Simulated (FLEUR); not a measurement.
Computed results, one entry a study.

```json
{"subject": "Collinear magnetic orders of 1 ML Co on W(001), 3 substrate layers with FLEUR", "lattice_ang": [[6.3294, 0.0, 0.0], [3.1647, 3.1647, 0.0], [0.0, 0.0, 18.528]], "atoms": [["W", 0.0, 0.0, 0.3778], ["W", 0.5, 0.0, 0.3778], ["W", 0.0, 0.5, 0.4632], ["W", 0.5, 0.5, 0.4632], ["W", 0.0, 0.0, 0.5486], ["W", 0.5, 0.0, 0.5486], ["Co", 0.0, 0.5, 0.6222], ["Co", 0.5, 0.5, 0.6222]], "method": "LDA (VWN); all-electron FLAPW film, Dirac cores, scalar-relativistic bands (and 1 further level or step)", "program": "FLEUR MaX-R8.1", "settings_of_one_run": "kmax 3.6 1/bohr, gmax 10.8 1/bohr, muffin tin radii W: 2.35, Co: 2.35 bohr, lmax W: [6, 4], Co: [6, 4], hist occupations, smearing width 0.05 eV, mixer Anderson, mixing 0.03, max iterations 120, stop 2.00e-5 me/bohr³, film mode on, collinear spin, 4×8×1 k-mesh, mesh matched on, starting moments 0 0 0 0 0 0 2 -2 μB", "cost": "5 runs, 29 min in all on 4 MPI ranks of AMD EPYC 7R13 (Zen 3), shared host (the runs of this entry)", "notes": "Known weakness: core electrons leave spheres. Only 4 starts were tried; other patterns of signs, canted and longer-period orders were not. A substrate of 3 unrelaxed layers is a model; thickness and relaxation can move these numbers.", "results": {"lowest_state_found": "antiferromagnetic (initial antiferro q=(1/2,1/2,0) +-)", "largest_site_spin_moment": "1.31 μB", "next_finished_state": "antiferromagnetic, 35.4 meV a seeded atom higher", "energy_gained_by_spin_polarisation": "71.1 meV a seeded atom", "orbital_moment_on_the_atom_of_largest_spin_along_its_spin_spin_orbit_run": "0.149 μB"}}
```

[Logs and program files are shortened in this print: banners, set-up blocks, solver, clock and traceback lines can be left out without a mark of their own.]

[Logs are printed without paths, hosts, clocks, repeated set-up lines and the standing remarks that a program may print on its own settings, such as how far it seeks lower states.]

[Hosts, paths, dates, database ids (printed as entryN), source tags and the programs' standing remarks are cut or masked in the printed files.]

[Where a cell is said to come from a database of computed structures, the database is the Materials Project.]
